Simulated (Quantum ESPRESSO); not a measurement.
# Collinear magnetic orders of CoO with Quantum ESPRESSO, part 2 of 3

A self-consistent run ends on one state, which hangs on the start. Several orders of CoO are started in Quantum ESPRESSO and their energies compared.

Quantum ESPRESSO 7.5; LDA with U = 2.1 eV on Co d (ortho-atomic projectors); plane waves with GBRV 1.5 LDA potentials, no spin-orbit coupling.

So far, absolute magnetization (μB): step 2 (start 1: ferro +) 2.94.

## Step 3: Run 2 (antiferro q=(1/2,1/2,1/2) +−)

The cell is doubled to 4 atoms to hold this order. The wavevector q is in fractions of the reciprocal vectors of the crystal's primitive cell, as the cells of these inputs are built from it; moments change sign between cells as cos(2π q·R).

pw.in reads:

```
&CONTROL
  calculation = 'scf'
  prefix = 'pwscf'
  outdir = './tmp'
  pseudo_dir = './pseudo'
  disk_io = 'nowf'
  tprnfor = .true.
  tstress = .true.
/
&SYSTEM
  ibrav = 0
  nat = 4
  ntyp = 3
  ecutwfc = 40
  ecutrho = 280
  nbnd = 32
  occupations = 'smearing'
  smearing = 'fd'
  degauss = 0.00999582
  nspin = 2
  starting_magnetization(1) = 0.1765
  starting_magnetization(2) = -0.1765
  starting_magnetization(3) = 0
/
&ELECTRONS
  conv_thr = 8d-09
  electron_maxstep = 150
  mixing_beta = 0.3
/
ATOMIC_SPECIES
Co1    58.9332 co_lda_v1.2.uspp.F.UPF
Co2    58.9332 co_lda_v1.2.uspp.F.UPF
O      15.9990 o_lda_v1.2.uspp.F.UPF
CELL_PARAMETERS bohr
  -5.6994139919    5.6994139919    7.9642414461
   0.0000000000    0.0000000000    7.9642414461
   0.0000000000    5.6994139919    0.0000000000
ATOMIC_POSITIONS crystal
Co1     0.0000000000    0.0000000000    0.0000000000
Co2     0.5000000000    0.0000000000    0.0000000000
O       0.0000000000    0.5000000000    0.0000000000
O       0.5000000000    0.5000000000    0.0000000000
K_POINTS automatic
5 10 10 0 0 0
HUBBARD {ortho-atomic}
U Co1-3d 2.1000
U Co2-3d 2.1000
```

Command:

```console
> OMP_NUM_THREADS=1 mpirun -n 2 pw.x -nk 2 -in pw.in > pw.out
```

What it wrote:

```text
[banner, memory and clock lines left out]
Program PWSCF v.7.5 starts

     Message from routine setup:
     using ibrav=0 with symmetry is DISCOURAGED, use correct ibrav instead

     bravais-lattice index     =            0
     lattice parameter (alat)  =      11.3312  a.u.
     unit-cell volume          =     258.7050 (a.u.)^3
     number of atoms/cell      =            4
     number of atomic types    =            3
     number of electrons       =        46.00
     number of Kohn-Sham states=           32
     kinetic-energy cutoff     =      40.0000  Ry
     charge density cutoff     =     280.0000  Ry
     scf convergence threshold =      8.0E-09
     mixing beta               =       0.3000
     number of iterations used =            8  plain     mixing
     Exchange-correlation= SLA  PZ   NOGX NOGC
                           (   1   1   0   0   0   0   0)
     Hubbard projectors: ortho-atomic
     Hubbard parameters of DFT+U (Dudarev formulation) in eV:
     U(Co1-3d) =  2.1000
     U(Co2-3d) =  2.1000

     Internal variables: lda_plus_u =T, lda_plus_u_kind = 0

     Internal variables: orbital_resolved =F, hub_pot_fix =F, apply_U = F

     celldm(1)=  11.331186  celldm(2)=   0.000000  celldm(3)=   0.000000
     celldm(4)=   0.000000  celldm(5)=   0.000000  celldm(6)=   0.000000

     crystal axes: (cart. coord. in units of alat)
               a(1) = (  -0.502985   0.502985   0.702860 )
               a(2) = (   0.000000   0.000000   0.702860 )
               a(3) = (   0.000000   0.502985   0.000000 )

     reciprocal axes: (cart. coord. in units 2 pi/alat)
               b(1) = ( -1.988132  0.000000  0.000000 )
               b(2) = (  1.988132 -0.000000  1.422758 )
               b(3) = (  1.988132  1.988132 -0.000000 )

     PseudoPot. # 1 for Co read from file:
     co_lda_v1.2.uspp.F.UPF
     Pseudo is Ultrasoft + core correction, Zval = 17.0

     PseudoPot. # 2 for Co read from file:
     co_lda_v1.2.uspp.F.UPF
     Pseudo is Ultrasoft + core correction, Zval = 17.0

     PseudoPot. # 3 for O  read from file:
     o_lda_v1.2.uspp.F.UPF
     Pseudo is Ultrasoft + core correction, Zval =  6.0

     atomic species   valence    mass     pseudopotential
     Co1              17.00    58.93320     Co( 1.00)
     Co2              17.00    58.93320     Co( 1.00)
     O                 6.00    15.99900     O ( 1.00)

     Starting magnetic structure
     atomic species   magnetization
     Co1             0.176
     Co2            -0.176
     O               0.000

     16 Sym. Ops., with inversion, found

   Cartesian axes

     site n.     atom                  positions (alat units)
         1        Co1    tau(   1) = (   0.0000000   0.0000000   0.0000000  )
         2        Co2    tau(   2) = (  -0.2514924   0.2514924   0.3514302  )
         3        O      tau(   3) = (   0.0000000   0.0000000   0.3514302  )
         4        O      tau(   4) = (  -0.2514924   0.2514924   0.7028603  )

     number of k points=    63  Fermi-Dirac smearing, width (Ry)=  0.0100
                       cart. coord. in units 2pi/alat
        k(    1) = (   0.0000000   0.0000000   0.0000000), wk =   0.0020000
        k(    2) = (   0.1988132   0.1988132   0.0000000), wk =   0.0080000
        k(    3) = (   0.3976264   0.3976264   0.0000000), wk =   0.0080000
        k(    4) = (   0.5964395   0.5964395   0.0000000), wk =   0.0080000
        k(    5) = (   0.7952527   0.7952527   0.0000000), wk =   0.0080000
        [... 58 further k-points ...]

     Dense  grid:    20407 G-vectors     FFT dimensions: (  64,  45,  32)

     Smooth grid:     8861 G-vectors     FFT dimensions: (  45,  36,  24)

     Check: negative core charge=   -0.000039
     Generating pointlists ...
     new r_m :   0.1450 (alat units)  1.6426 (a.u.) for type    1
     new r_m :   0.1450 (alat units)  1.6426 (a.u.) for type    2
     new r_m :   0.1450 (alat units)  1.6426 (a.u.) for type    3

     Initial potential from superposition of free atoms

     starting charge      44.0000, renormalised to      46.0000

     STARTING HUBBARD OCCUPATIONS:

     =================== HUBBARD OCCUPATIONS ===================
     ------------------------ ATOM    1 ------------------------
     Tr[ns(  1)] (up, down, total) =   5.00000  2.00000  7.00000
     Atomic magnetic moment for atom   1 =   3.00000
     [... lines left out ...]
     ------------------------ ATOM    2 ------------------------
     Tr[ns(  2)] (up, down, total) =   2.00000  5.00000  7.00000
     Atomic magnetic moment for atom   2 =  -3.00000
     [... lines left out ...]
     Number of occupied Hubbard levels =   14.0000

     Atomic wfc used for Hubbard projectors are orthogonalized

     Starting wfcs are   34 randomized atomic wfcs

     Self-consistent Calculation

     iteration #  1     ecut=    40.00 Ry     beta= 0.30
     Davidson diagonalization with overlap
     ethr =  1.00E-02,  avg # of iterations =  2.8

     =================== HUBBARD OCCUPATIONS ===================
     ------------------------ ATOM    1 ------------------------
     Tr[ns(  1)] (up, down, total) =   4.48299  1.03067  5.51366
     Atomic magnetic moment for atom   1 =   3.45232
     [... lines left out ...]
     ------------------------ ATOM    2 ------------------------
     Tr[ns(  2)] (up, down, total) =   1.03036  4.48326  5.51363
     Atomic magnetic moment for atom   2 =  -3.45290
     [... lines left out ...]
     Number of occupied Hubbard levels =   11.0273

     total energy              =    -657.10908090 Ry
     estimated scf accuracy    <      12.45775855 Ry

     total magnetization       =     0.00 Bohr mag/cell
     absolute magnetization    =     7.07 Bohr mag/cell

     iteration #  2     ecut=    40.00 Ry     beta= 0.30
     Davidson diagonalization with overlap
     ethr =  1.00E-02,  avg # of iterations =  2.7

     total energy              =    -659.03832792 Ry
     estimated scf accuracy    <      12.77020732 Ry

     total magnetization       =    -0.00 Bohr mag/cell
     absolute magnetization    =     1.47 Bohr mag/cell

     [... further iterations left out ...]

     iteration # 22     ecut=    40.00 Ry     beta= 0.30
     Davidson diagonalization with overlap
     ethr =  2.29E-10,  avg # of iterations =  1.5

     total energy              =    -660.93575284 Ry
     estimated scf accuracy    <       0.00000005 Ry

     total magnetization       =     0.00 Bohr mag/cell
     absolute magnetization    =     5.02 Bohr mag/cell

     iteration # 23     ecut=    40.00 Ry     beta= 0.30
     Davidson diagonalization with overlap
     ethr =  1.01E-10,  avg # of iterations =  1.9

     Magnetic moment per site  (integrated on atomic sphere of radius R)
     atom   1 (R=0.145)  charge= 14.5852  magn=  2.3341
     atom   2 (R=0.145)  charge= 14.5852  magn= -2.3342
     atom   3 (R=0.145)  charge=  5.6774  magn= -0.0499
     atom   4 (R=0.145)  charge=  5.6774  magn=  0.0498

     End of self-consistent calculation

     =================== HUBBARD OCCUPATIONS ===================
     ------------------------ ATOM    1 ------------------------
     Tr[ns(  1)] (up, down, total) =   4.89244  2.48152  7.37396
     Atomic magnetic moment for atom   1 =   2.41093
     [... lines left out ...]
     ------------------------ ATOM    2 ------------------------
     Tr[ns(  2)] (up, down, total) =   2.48149  4.89249  7.37398
     Atomic magnetic moment for atom   2 =  -2.41099
     [... lines left out ...]
     Number of occupied Hubbard levels =   14.7479

     Number of k-points >= 100: set verbosity='high' to print the bands.

     the Fermi energy is    13.2441 ev

!    total energy              =    -660.93575290 Ry
     estimated scf accuracy    <          7.9E-09 Ry
     smearing contrib. (-TS)   =      -0.02809015 Ry
     internal energy E=F+TS    =    -660.90766275 Ry

     The total energy is F=E-TS. E is the sum of the following terms:
     one-electron contribution =    -364.20820590 Ry
     hartree contribution      =     208.57724492 Ry
     xc contribution           =     -78.83380896 Ry
     ewald contribution        =    -426.58487187 Ry
     Hubbard energy            =       0.14197906 Ry

     total magnetization       =    -0.00 Bohr mag/cell
     absolute magnetization    =     5.02 Bohr mag/cell

     convergence has been achieved in  23 iterations

     Forces acting on atoms (cartesian axes, Ry/au):

     atom    1 type  1   force =     0.00000000    0.00000000    0.00000000
     atom    2 type  2   force =     0.00000000    0.00000000    0.00000000
     atom    3 type  3   force =     0.00000000    0.00000000    0.00000000
     atom    4 type  3   force =    -0.00000000   -0.00000000    0.00000000

     Total force =     0.000000     Total SCF correction =     0.000000

     Computing stress (Cartesian axis) and pressure

          total   stress  (Ry/bohr**3)                   (kbar)     P=     -146.83
  -0.00100711   0.00000000  -0.00000000         -148.15        0.00       -0.00
  -0.00000000  -0.00100711  -0.00000000           -0.00     -148.15       -0.00
  -0.00000000  -0.00000000  -0.00098026           -0.00       -0.00     -144.20
```

Run time: 3.6 min. Hardware: 2 MPI ranks of Arm Neoverse N1, shared host; peak memory 0.29 GiB; 7.2 min of CPU time.

Spin moment in the atom's sphere by atom:

| atom | spin moment in the atom's sphere (μB) |
| --- | --- |
| Co1 | 2.33 |
| Co2 | -2.33 |
| O3 | -0.05 |
| O4 | 0.05 |

This step gave:

| Quantity | Value |
| --- | --- |
| smearing term TS | 0.3822 eV |
| pressure | -14.68 GPa |
| magnetization | 0 μB |
| absolute magnetization | 5.024 μB |
| final state | antiferromagnetic |

## Step 4: Run 3, typed as antiferro q=(0,1/2,0) +−

The cell is doubled to 4 atoms to hold this order.

Edit pw.in of step 3 so:

```diff
@@ -34,12 +34,12 @@
 CELL_PARAMETERS bohr
-  -5.6994139919    5.6994139919    7.9642414461
-   0.0000000000    0.0000000000    7.9642414461
-   0.0000000000    5.6994139919    0.0000000000
+  -2.8497069959    2.8497069959    3.9821207230
+   5.6994139919   -5.6994139919    7.9642414461
+   2.8497069959    2.8497069959   -3.9821207230
 ATOMIC_POSITIONS crystal
 Co1     0.0000000000    0.0000000000    0.0000000000
-Co2     0.5000000000    0.0000000000    0.0000000000
-O       0.0000000000    0.5000000000    0.0000000000
-O       0.5000000000    0.5000000000    0.0000000000
+Co2     0.0000000000    0.5000000000    0.0000000000
+O       0.5000000000    0.2500000000    0.0000000000
+O       0.5000000000    0.7500000000    0.0000000000
 K_POINTS automatic
-5 10 10 0 0 0
+10 5 10 0 0 0
 HUBBARD {ortho-atomic}
```

What it wrote:

```text
     [... lines left out ...]
Program PWSCF v.7.5 starts
     [... lines left out ...]
     number of atoms/cell      =            4
     [... lines left out ...]
     number of electrons       =        46.00
     number of Kohn-Sham states=           32
     kinetic-energy cutoff     =      40.0000  Ry
     charge density cutoff     =     280.0000  Ry
     scf convergence threshold =      8.0E-09
     [... lines left out ...]
      4 Sym. Ops., with inversion, found
     [... lines left out ...]
     number of k points=   141  Fermi-Dirac smearing, width (Ry)=  0.0100
     [... lines left out ...]
     iteration # 30     ecut=    40.00 Ry     beta= 0.30
     [... lines left out ...]
     Magnetic moment per site  (integrated on atomic sphere of radius R)
     atom   1 (R=0.290)  charge= 14.5745  magn=  2.4421
     atom   2 (R=0.290)  charge= 14.5745  magn= -2.4421
     atom   3 (R=0.290)  charge=  5.6845  magn= -0.0000
     atom   4 (R=0.290)  charge=  5.6845  magn= -0.0000
     [... lines left out ...]
     Tr[ns(  1)] (up, down, total) =   4.93981  2.41773  7.35754
     [... lines left out ...]
     Tr[ns(  2)] (up, down, total) =   2.41771  4.93981  7.35752
     [... lines left out ...]
     the Fermi energy is    13.2768 ev
!    total energy              =    -660.95845786 Ry
     estimated scf accuracy    <          7.1E-09 Ry
     smearing contrib. (-TS)   =      -0.02472239 Ry
     [... lines left out ...]
     total magnetization       =    -0.00 Bohr mag/cell
     absolute magnetization    =     5.22 Bohr mag/cell
     convergence has been achieved in  30 iterations
     [... lines left out ...]
     Total force =     0.000009     Total SCF correction =     0.000062
     [... lines left out ...]
          total   stress  (Ry/bohr**3)                   (kbar)     P=     -162.62
     [... lines left out ...]
```

The job ended after 7.3 min (2 MPI ranks; peak memory 0.39 GiB; 14 min of CPU time).

Spin moment in the atom's sphere by atom:

| atom | spin moment in the atom's sphere (μB) |
| --- | --- |
| Co1 | 2.44 |
| Co2 | -2.44 |
| O3 | 0.00 |
| O4 | 0.00 |

Numbers from this step:

```yaml
smearing_term_ts: 0.3364 eV
pressure: -16.26 GPa
magnetization: 0 μB
absolute_magnetization: 5.222 μB
final_state: antiferromagnetic
```

## Step 5: Run 4, typed as antiferro q=(0,0,1/2) +−

This order needs a doubled cell of 4 atoms.

Edit pw.in of step 4 so:

```diff
@@ -35,11 +35,11 @@
   -2.8497069959    2.8497069959    3.9821207230
-   5.6994139919   -5.6994139919    7.9642414461
-   2.8497069959    2.8497069959   -3.9821207230
+   2.8497069959   -2.8497069959    3.9821207230
+   5.6994139919    5.6994139919   -7.9642414461
 ATOMIC_POSITIONS crystal
 Co1     0.0000000000    0.0000000000    0.0000000000
-Co2     0.0000000000    0.5000000000    0.0000000000
-O       0.5000000000    0.2500000000    0.0000000000
-O       0.5000000000    0.7500000000    0.0000000000
+Co2     0.0000000000    0.0000000000    0.5000000000
+O       0.5000000000    0.5000000000    0.0000000000
+O       0.5000000000    0.5000000000    0.5000000000
 K_POINTS automatic
-10 5 10 0 0 0
+10 10 5 0 0 0
 HUBBARD {ortho-atomic}
```

What it wrote:

```text
     [... lines left out ...]
Program PWSCF v.7.5 starts
     [... lines left out ...]
     number of atoms/cell      =            4
     [... lines left out ...]
     number of electrons       =        46.00
     number of Kohn-Sham states=           32
     kinetic-energy cutoff     =      40.0000  Ry
     charge density cutoff     =     280.0000  Ry
     scf convergence threshold =      8.0E-09
     [... lines left out ...]
      8 Sym. Ops., with inversion, found
     [... lines left out ...]
     number of k points=    93  Fermi-Dirac smearing, width (Ry)=  0.0100
     [... lines left out ...]
     iteration # 43     ecut=    40.00 Ry     beta= 0.30
     [... lines left out ...]
     Magnetic moment per site  (integrated on atomic sphere of radius R)
     atom   1 (R=0.290)  charge= 14.5739  magn=  2.4260
     atom   2 (R=0.290)  charge= 14.5740  magn= -2.4260
     atom   3 (R=0.290)  charge=  5.6878  magn=  0.0943
     atom   4 (R=0.290)  charge=  5.6878  magn= -0.0943
     [... lines left out ...]
     Tr[ns(  1)] (up, down, total) =   4.92330  2.42295  7.34625
     [... lines left out ...]
     Tr[ns(  2)] (up, down, total) =   2.42301  4.92332  7.34632
     [... lines left out ...]
     the Fermi energy is    13.3388 ev
!    total energy              =    -660.94085375 Ry
     estimated scf accuracy    <          4.6E-09 Ry
     smearing contrib. (-TS)   =      -0.02216150 Ry
     [... lines left out ...]
     total magnetization       =     0.00 Bohr mag/cell
     absolute magnetization    =     5.31 Bohr mag/cell
     convergence has been achieved in  43 iterations
     [... lines left out ...]
     Total force =     0.000000     Total SCF correction =     0.000000
     [... lines left out ...]
          total   stress  (Ry/bohr**3)                   (kbar)     P=     -134.11
     [... lines left out ...]
```

Run time: 7 min. Hardware: 2 MPI ranks; peak memory 0.33 GiB.

This step gave:

| Item | Value |
| --- | --- |
| smearing term TS | 0.3015 eV |
| pressure | -13.41 GPa |
| magnetization | 0 μB |
| absolute magnetization | 5.307 μB |
| final state | antiferromagnetic |
| largest moment | 2.426 μB |

[end of part 2 of 3]

[Logs and program files are shortened in this print: banners, set-up blocks, solver, clock and traceback lines can be left out without a mark of their own.]

[Logs are printed without paths, hosts, clocks, repeated set-up lines and the standing remarks that a program may print on its own settings, such as how far it seeks lower states.]

[Hosts, paths, dates, database ids (printed as entryN), source tags and the programs' standing remarks are cut or masked in the printed files.]

[Where a cell is said to come from a database of computed structures, the database is the Materials Project.]
